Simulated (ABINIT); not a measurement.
Crystal: InP.

```
CELL_PARAMETERS angstrom
0.00000 2.93050 2.93050
2.93050 0.00000 2.93050
2.93050 2.93050 0.00000
ATOMIC_POSITIONS crystal
In 0.00000 0.00000 0.00000
P 0.75000 0.75000 0.75000
```

Base run:

```yaml
Program: ABINIT 10.8.3 (patched build)
Functional: PBE
Potentials_or_basis: JTH PAW PBE v2.0
Cutoff: 544 eV
k_mesh: 8 × 8 × 8
Occupations: fermi-dirac, width 0.05 eV
Spin: no spin polarisation
```

Its results: band gap on the k mesh 0.70 eV, direct.

**Question.** After a change of settings the same cell gave: band gap on the k mesh 1.02 eV, direct. Which change was it?
A. functional from PBE to BP86; potentials or basis from JTH PAW PBE v2.0 to JTH PAW PBE v2.0 sp; valence electrons from 18 to 8
B. functional from PBE to HCTH407
C. functional from PBE to LDA; potentials or basis from JTH PAW PBE v2.0 to JTH PAW LDA v2.0 sp; valence electrons from 18 to 8
D. functional from PBE to LDA-Teter; potentials or basis from JTH PAW PBE v2.0 to JTH PAW LDA v2.0

**Answer.** B.

Caveats: spin-orbit coupling is left out, which moves the levels of the heavy elements.

Not every run made on this cell is shown here.
